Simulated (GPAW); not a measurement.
# GaN (F-43m) in GPAW: settings compared

One crystal, GaN, is run at these levels: vdW-DF-cx, AM05, OLYP, r2SCAN, PW91+D3(BJ); tasks: equation of state, band structure.

Program: GPAW 26.7.0. These are calculated values, not measurements. Logs are shortened: lines on timing, memory, paths and dates and some standing lists are left out, and cuts for length are marked. The log counts tension as positive stress, the text compression.

**What was measured.**

A printed reference work, textbook reports, for a bulk crystal of GaN at 0 K: band gap 3.299 eV (direct).

The runs below are set against these values where they give the same quantity.

**1. The structure**

It takes space group F-43m (No. 216, cubic). Conventional cell: a = 4.507 Å, b = 4.507 Å, c = 4.507 Å, α = 90.00°, β = 90.00°, γ = 90.00°. Around Ga (site symmetry -43m) lie 4 N at 1.95 Å. N (site symmetry -43m) has 4 Ga at 1.95 Å as nearest neighbours.

The cell is a database's computed one.

**2. Equation of state, vdW-DF-cx**

Input file run.py:

```python
from ase.eos import EquationOfState
from ase.io import Trajectory, read
from ase.units import GPa
from gpaw import GPAW, PW

atoms = read('GaN.cif')

traj = Trajectory('eos.traj', 'w')
volumes, energies = [], []
for x in [0.94, 0.96, 0.98, 1.0, 1.02, 1.04, 1.06]:
    a = atoms.copy()
    a.set_cell(atoms.cell * x**(1 / 3), scale_atoms=True)
    calc = GPAW(mode=PW(800),
                xc={'name': 'vdW-DF-cx', 'backend': 'libvdwxc'},
                kpts={'size': (10, 10, 10), 'gamma': True},
                occupations={'name': 'fermi-dirac', 'width': 0.05},
                nbands=11,
                convergence={'density': 1e-05, 'energy': 1e-05},
                maxiter=150,
                txt=f'eos-{x:.2f}.txt')
    a.calc = calc
    energies.append(a.get_potential_energy(force_consistent=True))
    volumes.append(a.get_volume())
    calc.write(f'eos-{x:.2f}.gpw')
    traj.write(a)
    print(f'{x:.2f} {volumes[-1]:10.4f} A^3 {energies[-1]:14.6f} eV', flush=True)

v0, e0, B = EquationOfState(volumes, energies, eos='birchmurnaghan').fit()
print(f'V0 = {v0:.4f} A^3, E0 = {e0:.6f} eV, B0 = {B / GPa:.2f} GPa')
```

Input file GaN.cif:

```cif
data_GaN
_cell_length_a 3.18693112
_cell_length_b 3.18693112
_cell_length_c 3.18693112
_cell_angle_alpha 60.00000000
_cell_angle_beta 60.00000000
_cell_angle_gamma 60.00000000
_space_group_name_H-M_alt 'P1'
_space_group_name_Hall 'P 1'
_space_group_IT_number 1
loop_
_space_group_symop_operation_xyz
'x,y,z'
loop_
_atom_site_label
_atom_site_type_symbol
_atom_site_symmetry_multiplicity
_atom_site_Wyckoff_symbol
_atom_site_fract_x
_atom_site_fract_y
_atom_site_fract_z
_atom_site_occupancy
Ga1 Ga 1 a 0.0000000000 0.0000000000 0.0000000000 1
N1 N 1 a 0.2500000000 0.2500000000 0.2500000000 1
```

Potentials or basis: GPAW PAW data sets (gpaw-data 1.2.1), pw.

Run with:

```bash
> OMP_NUM_THREADS=1 python run.py
```

The log of the run:

```text
__  _  _
 | _ |_)|_||  |
 |__||  | ||/\| - 26.7.0

Input parameters:
  mode=PW(ecut=800.0),
  convergence={'density': 1e-05, 'energy': 1e-05},
  kpts=MonkhorstPack(size=(10, 10, 10), gamma=True),
  maxiter=150,
  nbands=11,
  occupations=Occupations(name='fermi-dirac', width=0.05),
  xc=XC(name='vdW-DF-cx', backend='libvdwxc')

Diagonalizing LCAO Hamiltonian
Converting LCAO to pw mode

            N
       Ga

Atoms  # Å, Bohr magnetons
|   | symbol |        x |        y |        z |    initial magnetic moments |
|---|--------|----------|----------|----------|-----------------------------|
| 0 |     Ga | 0.000000 | 0.000000 | 0.000000 | ( 0.0000,  0.0000,  0.0000) |
| 1 |      N | 1.560937 | 0.901207 | 0.637250 | ( 0.0000,  0.0000,  0.0000) |

Unit cell  # Å
| periodic |        x |        y |        z |  lengths |    angles |
|----------|----------|----------|----------|----------|-----------|
|      yes | 3.121873 | 0.000000 | 0.000000 | 3.121873 | 60.000000 |
|      yes | 1.560937 | 2.703622 | 0.000000 | 3.121873 | 60.000000 |
|      yes | 1.560937 | 0.901207 | 2.548999 | 3.121873 | 60.000000 |

Number of symmetries: 24
Symmetry operations  # r_c * U_cc + t_c -> r_c
|    | kind |            matrix            |
|----|------|------------------------------|
|  0 |  E   |  1, 0, 0,  0, 1, 0,  0, 0, 1 |
|  1 |  σ   |  1, 0, 0,  0, 0, 1,  0, 1, 0 |
|  2 |  σ   |  1, 0,-1,  0, 1,-1,  0, 0,-1 |
|  3 |  C3  |  1, 0,-1,  0, 0,-1,  0, 1,-1 |
|  4 |  C3  |  1,-1, 0,  0,-1, 1,  0,-1, 0 |
|  5 |  σ   |  1,-1, 0,  0,-1, 0,  0,-1, 1 |
|  6 |  σ   |  0, 1, 0,  1, 0, 0,  0, 0, 1 |
|  7 |  C3  |  0, 1, 0,  0, 0, 1,  1, 0, 0 |
|  8 |  C2  |  0, 1,-1,  1, 0,-1,  0, 0,-1 |
|  9 |  S4  |  0, 1,-1,  0, 0,-1,  1, 0,-1 |
| 10 |  C3  |  0, 0, 1,  1, 0, 0,  0, 1, 0 |
| 11 |  σ   |  0, 0, 1,  0, 1, 0,  1, 0, 0 |
| 12 |  S4  |  0, 0,-1,  1, 0,-1,  0, 1,-1 |
| 13 |  C3  |  0, 0,-1,  0, 1,-1,  1, 0,-1 |
| 14 |  S4  |  0,-1, 1,  1,-1, 0,  0,-1, 0 |
| 15 |  C2  |  0,-1, 1,  0,-1, 0,  1,-1, 0 |
| 16 |  C3  |  0,-1, 0,  1,-1, 0,  0,-1, 1 |
| 17 |  S4  |  0,-1, 0,  0,-1, 1,  1,-1, 0 |
| 18 |  S4  | -1, 1, 0, -1, 0, 1, -1, 0, 0 |
| 19 |  C3  | -1, 1, 0, -1, 0, 0, -1, 0, 1 |
| 20 |  C3  | -1, 0, 1, -1, 1, 0, -1, 0, 0 |
| 21 |  S4  | -1, 0, 1, -1, 0, 0, -1, 1, 0 |
| 22 |  σ   | -1, 0, 0, -1, 1, 0, -1, 0, 1 |
| 23 |  C2  | -1, 0, 0, -1, 0, 1, -1, 1, 0 |

BZ-sampling:
  Number of BZ points: 1000
  Number of IBZ points: 47

  Monkhorst-Pack size: [10, 10, 10]
  Monkhorst-Pack shift: [0.05, 0.05, 0.05]

K-points  # in reciprocal-cell coordinates
|     |                                coordinates |     weight |
|-----|--------------------------------------------|------------|
|   0 | (  0.00000000,   0.00000000,   0.00000000) | 0.00100000 |
|   1 | (  0.10000000,   0.10000000,   0.00000000) | 0.00600000 |
|   2 | (  0.10000000,   0.10000000,   0.10000000) | 0.00800000 |
|   3 | (  0.20000000,   0.10000000,   0.10000000) | 0.01200000 |
|   4 | (  0.20000000,   0.20000000,   0.00000000) | 0.00600000 |
|   5 | (  0.20000000,   0.20000000,   0.10000000) | 0.02400000 |
|   6 | (  0.20000000,   0.20000000,   0.20000000) | 0.00800000 |
|   7 | (  0.30000000,   0.20000000,   0.10000000) | 0.02400000 |
|   8 | (  0.30000000,   0.20000000,   0.20000000) | 0.02400000 |
|   9 | (  0.30000000,   0.30000000,   0.00000000) | 0.00600000 |
| ... |                                            |            |
|  46 | (  0.50000000,   0.50000000,   0.50000000) | 0.00400000 |

Plane wave coefficients: 1117
Cutoff: 800.0 eV

Spin-components: 1 (collinear spins)
Bands:           11
Projectors:      10
Spin-degeneracy: 2
Datatype:        complex128

Density:
  Valence electrons: 8.0
  Components: 1
  Grid points: [21 21 21]
  Charge: 0.0  # |e|

Potential:
  Grid points: [21 21 21]

species:
  Ga:
    name:    Gallium
    Z:       31.0
    valence: 3
    core:    28
    charge:  0.0  # [|e|]
    compensation charges:
      type: gauss
      rc: 0.37  # [Å]
      lmax: 2
    cutoffs:
      filter: 2.06  # [Å]
      core: 4.17  # [Å]
    projectors
    | kind |    occ | energy [eV] | rcut [Å] |
    |------|--------|-------------|----------|
    |   4s |  2.000 |      -8.945 |    1.164 |
    |   4p |  1.000 |      -2.580 |    1.164 |
    |    s |        |      18.266 |    1.164 |
    |    p |        |      24.631 |    1.164 |
    |    d |        |       0.000 |    1.164 |

    Using partial waves for Ga as LCAO basis

  N:
    name:    Nitrogen
    Z:       7.0
    valence: 5
    core:    2
    charge:  0.0  # [|e|]
    compensation charges:
      type: gauss
      rc: 0.18  # [Å]
      lmax: 2
    cutoffs:
      filter: 1.11  # [Å]
      core: 0.96  # [Å]
    projectors
    | kind |    occ | energy [eV] | rcut [Å] |
    |------|--------|-------------|----------|
    |   2s |  2.000 |     -18.583 |    0.603 |
    |   2p |  3.000 |      -7.089 |    0.529 |
    |    s |        |       8.629 |    0.603 |
    |    p |        |      20.123 |    0.529 |
    |    d |        |       0.000 |    0.577 |

    Using partial waves for N as LCAO basis

Reference energy: -54366.393033  # eV

eigensolver:
  PPCG
  Converge bands: occupied
  niter=2

density mixing:
  MSR1-Mixer
  Pratt-step length: 0.05
  Maximum mixing coefficient: 0.75
  Old densities: 10
  SVD Regularization: 0.005
  Good broyden scale: 1.0
  Trust region scale: 1.0
  Backstep threshold: 4.0
  History deletion threshold: 6.0
  Fourier metric: weight=20.0, sigma=0.015

occupation numbers:
  Fermi-Dirac:
    width: 0.0500  # eV

poisson solver:
  ecut: 6400.0  # eV

xc functional:
  name: vdW-DF-cx with libvdwxc
  Mode: serial
  Semilocal: GGA_X_LV_RPW86+LDA_C_PW with 2 nearest neighbor stencil
  Local blocksize: 42 x 42 x 42
  PAW datasets: PBE

convergence criteria:
- Maximum integral of absolute [dens]ity change: 1e-05 electrons / valence electron
- Maximum [total energy] change in last 3 cyles: 1e-05 eV / valence electron
- Maximum integral of absolute [eigenst]ate change: 4e-08 eV^2 / valence electron
maximum number of iterations: 150

SCF iterations
|iter     | |      energy | eigst |  dens |
|---------|-|-------------|-------|-------|
|iter:   1| |   12.246756 | -0.15 |       |
|iter:   2| |   12.726081 | -2.01 | -0.57 |
|iter:   3| |   14.067490 | -0.68 | -0.63 |
|iter:   4| |   14.071408 | -3.09 | -1.32 |
|iter:   5| |   14.071846 | -3.45 | -1.59 |
|iter:   6| |   14.071838 | -5.76 | -2.85 |
|iter:   7| |   14.071831c| -6.38 | -3.21 |
|iter:   8| |   14.071831c| -8.20c| -4.30 |
|iter:   9| |   14.071831c| -8.31c| -4.98 |
|iter:  10| |   14.071831c| -9.26c| -5.73c|

Converged in 10 steps
Energy contributions relative to reference atoms: (reference = -54366.393033)

Energy contributions:
  Kinetic:          44.457650
  Coulomb:         -38.638667
  Zero:              0.145408
  External:          0.000000
  Xc:                8.107440
  Entropy:          -0.000000
  Spinorbit:         0.000000
  ----------------------------
  Free energy:      14.071831
  Extrapolated:     14.071831

dipole moment: (-17.497146, -10.101982, -7.143180)  # |e|*Ang

Fermi level: 8.019
Eigenvalues  # (at kpt = [0.000, 0.000, 0.000])
| band index |      eig [eV] | occ [0-2] |
|------------|---------------|-----------|
|          0 |        -9.281 |     2.000 |
|          1 |         7.065 |     2.000 |
|          2 |         7.065 |     2.000 |
|          3 |         7.065 |     2.000 |
|          4 |         9.350 |     0.000 |
|          5 |        17.851 |     0.000 |
|          6 |        17.851 |     0.000 |
|          7 |        17.851 |     0.000 |
|          8 |        25.566 |     0.000 |
|          9 |        25.828 |     0.000 |
|         10 |        25.846 |     0.000 |

Gap: 2.285 eV
Transition (v -> c):
  (s=0, k=0, n=3, [0.00, 0.00, 0.00]) -> (s=0, k=0, n=4, [0.00, 0.00, 0.00])
No difference between direct/indirect transitions
# Writing to eos-0.94.gpw (mode='')
```

Wall time 78 s (1 thread of Arm Neoverse V2, shared host); peak memory 0.28 GiB.

What came out:

- Equilibrium volume: 11.98 Å³/atom
- Bulk modulus: 190 GPa
- Pressure derivative of the bulk modulus: 4.9 (rough: it moves with the points fitted)

Energy against volume, from the lowest point:
```tsv
volume (Å³/atom)	energy (meV/atom)
10.757	91.76
10.986	58.10
11.215	33.04
11.444	15.54
11.673	4.81
11.902	0.00
12.131	0.83
```

Caveat: the data sets keep Ga 3d, Li 1s and Be 1s frozen, and some such compounds lay over 1.5 % in volume off other programs; the PAW data sets were made with another functional, which shifts forces and pressure a little.

[end of part 1 of 2]
